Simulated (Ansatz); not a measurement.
**Re (diamond): energy against volume**

All numbers below come from Ansatz 0.2.0, DFT, revPBE, plane waves (420 eV) with PAW, scalar-relativistic. (PAW data from PBE, frozen cores regenerated.)

The cell is scaled uniformly from the relaxed one, with fractional coordinates and shape fixed. Energies are extrapolated to zero smearing, pressures are those at the given smearing. Magnetic state: spin not included.

A Birch-Murnaghan fit gives V₀ = 22.77 Å³/atom, B₀ = 173 GPa, B₀′ = 4.2.

What are the energy above the minimum and the pressure at 20.967 Å³/atom?

89.1 meV/atom and 17.10 GPa as computed.

What are the energy above the minimum and the pressure at 21.878 Å³/atom?

20.3 meV/atom and 7.64 GPa as computed.

What are the energy above the minimum and the pressure at 23.702 Å³/atom?

19.1 meV/atom and -6.26 GPa as computed.
